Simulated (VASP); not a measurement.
# BN (P6_3/mmc) in VASP: notebook

Runs on BN. Level: PBE+D3(BJ). Tasks: relaxation of cell and atoms.

Everything below comes from runs of VASP 6.6.1. Logs are shortened: lines on timing, memory, paths and dates and some standing lists are left out, and cuts for length are marked.

## Step 1: The crystal as given

The structure is hexagonal, space group P6_3/mmc (No. 194). Conventional cell: a = 2.512 Å, b = 2.512 Å, c = 7.707 Å, α = 90.00°, β = 90.00°, γ = 120.00°. Around B (site symmetry -6m2) lie 3 N at 1.45 Å. Around N (site symmetry -6m2) lie 3 B at 1.45 Å.

The cell is a database's computed one.

## Step 2: Relaxation of cell and atoms, PBE+D3(BJ)

Contents of INCAR:

```
  ALGO = Normal
  EDIFF = 1E-6
  EDIFFG = -0.005
  ENCUT = 600
  GGA = PE
  IBRION = 2
  ISIF = 3
  ISMEAR = 0
  IVDW = 12
  KPAR = 4
  LASPH = T
  LCHARG = F
  LREAL = F
  LWAVE = F
  NELM = 120
  NSW = 80
  PREC = Accurate
  SIGMA = 0.02
```

Contents of KPOINTS:

```
k-points
0
Gamma
  14 14 4
```

Contents of POSCAR:

```
BN
1.0
    2.5124282000      0.0000000000      0.0000000000
   -1.2562141000      2.1758267000      0.0000000000
    0.0000000000      0.0000000000      7.7072650000
B N
2 2
Direct
    0.3333333300      0.6666666700      0.2500000000
    0.6666666700      0.3333333300      0.7500000000
    0.3333333300      0.6666666700      0.7500000000
    0.6666666700      0.3333333300      0.2500000000
```

Potentials or basis: VASP PAW PBE potentials, release 64 (B, N).

On the command line:

```console
$ cat potpaw_PBE.64/B/POTCAR potpaw_PBE.64/N/POTCAR > POTCAR
$ mpirun -np 4 vasp_std > vasp.out
```

OUTCAR:

```text
EDIFF = 1E-6
   EDIFFG = -0.005
   ENCUT = 600
   GGA = PE
   IBRION = 2
   ISIF = 3
   ISMEAR = 0
   IVDW = 12
   LASPH = T
   LREAL = F
   NELM = 120
   NSW = 80
   PREC = Accurate
 IVDW          = 12

 ion  position               nearest neighbor table
   1  0.333  0.667  0.250-   4 1.45   4 1.45   4 1.45
   2  0.667  0.333  0.750-   3 1.45   3 1.45   3 1.45
   3  0.333  0.667  0.750-   2 1.45   2 1.45   2 1.45
   4  0.667  0.333  0.250-   1 1.45   1 1.45   1 1.45

  LATTYP: Found a hexagonal cell.
 ALAT       =     2.5124282000
 C/A-ratio  =     3.0676558240

  Lattice vectors:

 A1 = (   2.5124282000,   0.0000000000,   0.0000000000)
 A2 = (  -1.2562141000,   2.1758267000,   0.0000000000)
 A3 = (   0.0000000000,   0.0000000000,   7.7072650000)

Analysis of symmetry for initial positions (statically):
=====================================================================
 Subroutine PRICEL returns:
 Original cell was already a primitive cell.

 Routine SETGRP: Setting up the symmetry group for a
 hexagonal supercell.

 Subroutine GETGRP returns: Found 24 space group operations
 (whereof 12 operations were pure point group operations)
 out of a pool of 24 trial point group operations.

The static configuration has the point symmetry D_3d.
 The point group associated with its full space group is D_6h.

Analysis of symmetry for dynamics (positions and initial velocities):
=====================================================================
 Subroutine PRICEL returns:
 Original cell was already a primitive cell.

 Routine SETGRP: Setting up the symmetry group for a
 hexagonal supercell.

 Subroutine GETGRP returns: Found 24 space group operations
 (whereof 12 operations were pure point group operations)
 out of a pool of 24 trial point group operations.

The dynamic configuration has the point symmetry D_3d.
 The point group associated with its full space group is D_6h.

 Subroutine INISYM returns: Found 24 space group operations
 (whereof 12 operations are pure point group operations),
 and found     1 'primitive' translations

----------------------------------------------------------------------------------------

                                     Primitive cell

  volume of cell :      42.1326

  direct lattice vectors                    reciprocal lattice vectors
     2.512428200  0.000000000  0.000000000     0.398021325  0.229797713  0.000000000
    -1.256214100  2.175826700  0.000000000     0.000000000  0.459595426  0.000000000
     0.000000000  0.000000000  7.707265000     0.000000000  0.000000000  0.129747712

  length of vectors
     2.512428200  2.512428246  7.707265000     0.459595435  0.459595426  0.129747712

  position of ions in fractional coordinates (direct lattice)
     0.333333330  0.666666670  0.250000000
     0.666666670  0.333333330  0.750000000
     0.333333330  0.666666670  0.750000000
     0.666666670  0.333333330  0.250000000

  ion indices of the primitive-cell ions
   primitive index   ion index
                 1           1
                 2           2
                 3           3
                 4           4

----------------------------------------------------------------------------------------

 KPOINTS: k-points

Automatic generation of k-mesh.
 Grid dimensions read from file:
 generate k-points for:   14   14    4

 Generating k-lattice:

  Cartesian coordinates                     Fractional coordinates (reciprocal lattice)
     0.028430095  0.016414122  0.000000000     0.071428571 -0.000000000  0.000000000
     0.000000000  0.032828245  0.000000000     0.000000000  0.071428571  0.000000000
     0.000000000  0.000000000  0.032436928     0.000000000  0.000000000  0.250000000

  Length of vectors
     0.032828245  0.032828245  0.032436928

  Shift w.r.t. Gamma in fractional coordinates (k-lattice)
     0.000000000  0.000000000  0.000000000

 Subroutine IBZKPT returns following result:
 ===========================================

 Found     72 irreducible k-points:

 Following reciprocal coordinates:
            Coordinates               Weight
  0.000000  0.000000  0.000000      1.000000
  0.071429  0.000000  0.000000      6.000000
  0.142857 -0.000000  0.000000      6.000000
  0.214286 -0.000000  0.000000      6.000000
  0.285714 -0.000000  0.000000      6.000000
  0.357143 -0.000000  0.000000      6.000000
[... 16 lines left out ...]
  0.285714  0.285714  0.000000      6.000000
  0.357143  0.285714  0.000000      6.000000
 [... further k-points ...]
   k-points           NKPTS =     72   k-points in BZ     NKDIM =     72   number of bands    NBANDS=     12
   number of dos      NEDOS =    301   number of ions     NIONS =      4
   total plane-waves  NPLWV =  25600
   dimension x,y,z NGX =    20 NGY =   20 NGZ =   64
   dimension x,y,z NGXF=    40 NGYF=   40 NGZF=  128
   ions per type =               2   2
   NGX,Y,Z   is equivalent  to a cutoff of  13.23, 13.23, 13.80 a.u.
   NGXF,Y,Z  is equivalent  to a cutoff of  26.47, 26.47, 27.61 a.u.
 SYSTEM =  unknown system
   PREC   = accura    normal or accurate (medium, high low for compatibility)
   ISTART =      0    job   : 0-new  1-cont  2-samecut
   ICHARG =      2    charge: 1-file 2-atom 10-const
   ISPIN  =      1    spin polarized calculation?
   LNONCOLLINEAR =      F non collinear calculations
   LSORBIT =      F    spin-orbit coupling
   LASPH  =      T    aspherical Exc in radial PAW
   ENCUT  =  600.0 eV  44.10 Ry    6.64 a.u.   5.02  5.02 15.39*2*pi/ulx,y,z
   NELM   =    120;   NELMIN=  2; NELMDL= -5     # of ELM steps
   EDIFF  = 0.1E-05   stopping-criterion for ELM
   LREAL  =      F    real-space projection
   EDIFFG = -.5E-02   stopping-criterion for IOM
   NSW    =     80    number of steps for IOM
   IBRION =      2    ionic relax: 0-MD 1-quasi-New 2-CG
   NFREE  =      1    steps in history (QN), initial steepest desc. (CG)
   ISIF   =      3    stress and relaxation
   ISYM   =      2    0-nonsym 1-usesym 2-fastsym
   POTIM  = 0.5000    time-step for ionic-motion
   TEBEG  =    0.0;   TEEND  =   0.0 temperature during run
   PSTRESS=    0.0 pullay stress
   NELECT =      16.0000    total number of electrons
   NUPDOWN=      -1.0000    fix difference up-down
   EMIN   =  10.00;   EMAX   =-10.00  energy-range for DOS
   EFERMI =   0.00;   METHOD = LEGACY
   ISMEAR =     0;   SIGMA  =   0.02  broadening in eV -4-tet -1-fermi 0-gaus
   EFERMI_NEDOS =   21; number of points for ismear=-14 and -15
   IALGO  =     38    algorithm
   IMIX   =      4    mixing-type and parameters
     AMIX     =   0.40;   BMIX     =  1.00
     AMIX_MAG =   1.60;   BMIX_MAG =  1.00
  volume/ion in A,a.u.               =      10.53        71.08
  Fermi-wavevector in a.u.,A,eV,Ry     =   1.185520  2.240307 19.122400  1.405457
  Thomas-Fermi vector in A             =   2.321712
   LORBIT       =      0    0 simple, 1 ext, 2 COOP (PROOUT), +10 PAW based schemes
   GGA     = PE    functional components
   LHFCALC =     F    Hartree Fock is set to
   AEXX    =    0.0000 exact exchange contribution
   IVDW    =    12    specifies the selected vdW correction
   LEPSILON=     F    determine dielectric tensor
   LRPA    =     F    only Hartree local field effects (RPA)
 conjugate gradient relaxation of ions
 non-spin polarized calculation
 Gauss-broadening in eV      SIGMA  =   0.02
  energy-cutoff  :      600.00
  volume of cell :       42.13
 maximum number of plane-waves:      1426
 NGX is ok and might be reduce to    20
   NGX =  9   NGY =  9   NGZ = 31

--------------------------------------- Ionic step        1  -------------------------------------------

 number of electron      15.9999998 magnetization

 Free energy of the ion-electron system (eV)
  ---------------------------------------------------
  ext. energy  EPLUGINS =         0.00000000
  ---------------------------------------------------
  free energy    TOTEN  =       -35.20983338 eV

  energy without entropy =      -35.20983338  energy(sigma->0) =      -35.20983338

------------------------ aborting loop because EDIFF is reached ----------------------------------------

 Edisp (eV)   -0.46817

 E8    (eV) :    -0.1349

  FORCE on cell =-STRESS in cart. coord.  units (eV):
  Direction    XX          YY          ZZ          XY          YZ          ZX
  --------------------------------------------------------------------------------------
  -------------------------------------------------------------------------------------
  Total      -0.50359    -0.50359    -0.50407    -0.00000    -0.00000    -0.00000
  in kB     -19.15009   -19.15009   -19.16846    -0.00000    -0.00000    -0.00000
  external pressure =      -19.16 kB  Pullay stress =        0.00 kB
[... 830 lines left out ...]
 k-point    24 :       0.3571    0.2857    0.0000
  band No.  band energies     occupation
      1     -12.2096      2.00000
      2     -12.1928      2.00000
      3      -6.2314      2.00000
      4      -6.1512      2.00000
      5      -5.1013      2.00000
      6      -5.0778      2.00000
      7       1.5969      2.00000
      8       1.8503      2.00000
      9       6.5511      0.00000
     10       6.7549      0.00000
     11      12.9657      0.00000
     12      14.5830      0.00000

 [... further k-points ...]

[... ionic steps 4 to 8 ...]

--------------------------------------- Ionic step        9  -------------------------------------------

 number of electron      15.9999998 magnetization

------------------------ aborting loop because EDIFF is reached ----------------------------------------

 Edisp (eV)   -0.57360

 E8    (eV) :    -0.1682
[... 73 lines left out ...]
  energy  without entropy=      -35.6604738287  energy(sigma->0) =      -35.66047383

--------------------------------------- Ionic step       11  -------------------------------------------

 number of electron      15.9999998 magnetization

 Free energy of the ion-electron system (eV)
  ---------------------------------------------------
  ext. energy  EPLUGINS =         0.00000000
  ---------------------------------------------------
  free energy    TOTEN  =       -35.16262904 eV

  energy without entropy =      -35.16262904  energy(sigma->0) =      -35.16262904

 E-fermi :   2.4829     XC(G=0): -10.1497

 val. band max:        2.3900078158   @ k =   0.3571   0.2857   0.0000
 cond. band min:       6.6177564732   @ k =   0.5000   0.0000   0.0000
 fundamental gap:      4.2277486574
 Fermi energy:         2.4828674525

 k-point     1 :       0.0000    0.0000    0.0000
  band No.  band energies     occupation
      1     -15.4312      2.00000
      2     -15.1066      2.00000
      3      -3.8938      2.00000
      4      -1.6304      2.00000
      5       1.0308      2.00000
      6       1.0308      2.00000
      7       1.0735      2.00000
      8       1.0735      2.00000
      9       7.7081      0.00000
     10      12.8222      0.00000
     11      13.8824      0.00000
     12      14.0197      0.00000
[... 380 lines left out ...]
  FREE ENERGIE OF THE ION-ELECTRON SYSTEM (eV)
  ---------------------------------------------------
  free  energy   TOTEN  =       -35.7350143958 eV

  energy  without entropy=      -35.7350143958  energy(sigma->0) =      -35.73501440

 reached required accuracy - stopping structural energy minimisation
```

Run time: 44 s. Hardware: 4 MPI ranks of Intel Xeon Platinum 8559C (Emerald Rapids), shared host; peak memory 0.19 GiB.

Results:

```yaml
Free_energy: -35.7350 eV
Relaxed_volume: 8.92 Å³/atom
Relaxed_cell: a = 2.506 Å, b = 2.506 Å, c = 6.556 Å, α = 90.00°, β = 90.00°, γ = 120.00°
Space_group_after_relaxing_to_0.05_Å: P6_3/mmc (No. 194)
Energy_gained_by_relaxing: 14.3 meV/atom
Ionic_steps: 11
Pressure_after_relaxing: 0.0 GPa
Band_gap_on_the_k_mesh: 4.23 eV, indirect (least direct gap 4.64 eV)
Dispersion_energy_per_atom: -0.143 eV
```

The path:
```tsv
step	energy change (eV)	largest force (eV/Å)	pressure (GPa)	volume (Å³)
1	0.0000	0.0000	-1.92	42.13
2	-0.0003	0.0000	1.86	41.37
3	-0.0024	0.0000	0.00	41.74
4	-0.0067	0.0000	0.03	41.38
5	-0.0196	0.0000	0.13	40.30
6	-0.0429	0.0000	0.47	38.15
7	-0.0454	0.0000	2.23	33.86
8	-0.0553	0.0000	1.04	36.25
9	-0.0563	0.0000	1.29	35.58
10	0.0175	0.0000	-11.85	36.51
11	-0.0570	0.0000	-0.01	35.67
```

Final structure:
```xyz
4
Lattice="2.5064 0.0000 0.0000 -1.2532 2.1706 0.0000 0.0000 0.0000 6.5556" Properties=species:S:1:pos:R:3 pbc="T T T"
B     0.0000    1.4471    1.6389
B     1.2532    0.7235    4.9167
N     0.0000    1.4471    4.9167
N     1.2532    0.7235    1.6389
```

Caveat: the volume moved by over 15 % at a fixed basis, so the end points are rough. A k mesh can miss the band edges.

## Step 3: Relaxation of cell and atoms, PBE+D3(BJ)

This run uses another cell than the first one, of 8.92 Å³/atom, 0.846 times its volume.

INCAR is that of step 2.

KPOINTS is that of step 2.

Contents of POSCAR:

```
BN                                      
1.0
    2.5064034982      0.0000000000     -0.0000000000
   -1.2532017491      2.1706091548      0.0000000000
   -0.0000000000      0.0000000000      6.5555615641
  B               N             
     2     2
Direct
     0.3333333300000021    0.6666666699999979    0.2500000000000000
     0.6666666699999979    0.3333333300000021    0.7500000000000000
     0.3333333300000021    0.6666666699999979    0.7500000000000000
     0.6666666699999979    0.3333333300000021    0.2500000000000000
```

Potentials or basis: VASP PAW PBE potentials, release 64 (B, N).

On the command line:

```console
$ cat potpaw_PBE.64/B/POTCAR potpaw_PBE.64/N/POTCAR > POTCAR
$ mpirun -np 4 vasp_std > vasp.out
```

Wall time 8.3 s (4 MPI ranks of Intel Xeon Platinum 8559C (Emerald Rapids), shared host); peak memory 0.17 GiB.

Results (log left out):

* Free energy: -35.7239 eV
* Pressure after relaxing: 0.0 GPa
* Band gap on the k mesh: 4.23 eV, indirect (least direct gap 4.64 eV)
* Dispersion energy per atom: -0.143 eV

Final structure:
```yaml
crystal:
  lattice:
    - [2.50640, 0.00000, 0.00000]
    - [-1.25320, 2.17061, 0.00000]
    - [0.00000, 0.00000, 6.55556]
  atoms:
    - { symbol: B, position: [0.33333, 0.66667, 0.25000] }
    - { symbol: B, position: [0.66667, 0.33333, 0.75000] }
    - { symbol: N, position: [0.33333, 0.66667, 0.75000] }
    - { symbol: N, position: [0.66667, 0.33333, 0.25000] }
```

Levels at points of the mesh, in eV from the valence-band top:
```
           k point  band 6  band 7  band 8  band 9  band 10  band 11
(0.00, 0.00, 0.00)   -1.36   -1.32   -1.32    5.32    10.43    11.49
(0.50, 0.00, 0.00)   -4.09   -1.51   -0.42    4.23     5.67     9.50
(0.00, 0.00, 0.50)   -1.34   -1.34   -1.34    7.75     7.75    11.56
(0.50, 0.00, 0.50)   -4.13   -0.94   -0.94    4.70     4.70     9.87
```

Caveat: the relaxation stopped at its first step, so nothing moved. PBE gaps usually lie below the measured ones, often by a third to a half.
